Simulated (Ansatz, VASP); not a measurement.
## Li: VASP beside Ansatz

INCAR

```
PREC = Accurate
ENCUT = 600
EDIFF = 1E-6
ISMEAR = 0
SIGMA = 0.1
LREAL = F
LASPH = T
NELM = 100
ALGO = Normal
ISIF = 3
LWAVE = F
LCHARG = F
GGA = PE
IVDW = 12
IBRION = 2
NSW = 100
EDIFFG = -0.002
```

Contents of KPOINTS:

```
Automatic mesh
0
Gamma
  18 18 18
```

Contents of POSCAR:

```
Li
1.0
   -1.6605382390      1.6605382390      1.6605382390
    1.6605382390     -1.6605382390      1.6605382390
    1.6605382390      1.6605382390     -1.6605382390
Li
1
Direct
    0.0000000000      0.0000000000      0.0000000000
```

Input for Ansatz:

```yaml
crystal:
  lattice:
    - [-1.660538239, 1.660538239, 1.660538239]
    - [1.660538239, -1.660538239, 1.660538239]
    - [1.660538239, 1.660538239, -1.660538239]
  atoms:
    - { symbol: Li, position: [0.0, 0.0, 0.0] }
basis:
  ecutwfc: 420
kpoints:
  mp_grid: { grid: [18, 18, 18] }
hamiltonian:
  xc: pbe
  dispersion: d3bj
scf:
  occupations: { method: gaussian, width: 0.1 }
output:
  forces: true
  stress: true
  eigenvalues: true
relax:
  adjacent_minimum: "off"
  f_tol: 0.002
  max_steps: 80
  cell: { stress_tol: 0.02 }
```

Alike in both runs: task relaxation of cell and atoms; functional PBE; dispersion D3(BJ); k mesh 18 × 18 × 18; occupations gaussian, width 0.1 eV; no spin polarisation.

|  | VASP | Ansatz |
| --- | --- | --- |
| version | VASP 6.6.1 | Ansatz 0.2.0 |
| potentials or method | VASP PAW PBE potentials, release 64 (Li_sv) | scalar-relativistic, plane waves, PAW |
| plane-wave cutoff (eV) | 600 | 420 |
| valence electrons in the cell | 3 | 3 |

Ansatz gave:

| Property | Result |
| --- | --- |
| gap on the k mesh at the Fermi level, each at its own relaxed structure (eV) | none |
| relaxed volume (Å³/atom) | 18.32 |
| relaxed cell length with the largest relative difference (Å) | 2.876 |

Estimate VASP's values.

gap on the k mesh at the Fermi level, each at its own relaxed structure (eV): none; relaxed volume (Å³/atom): 18.17; relaxed cell length with the largest relative difference (Å): 2.868.

A gap of «none» marks a metal or a gap that the smearing closes.

Caveats: the cutoff is under 1.25 times the usual one of these potentials, so pressure, stress and relaxed cells hold a basis-set (Pulay) error (VASP); pairwise dispersion overbinds metals, which lowers pressure and volume.
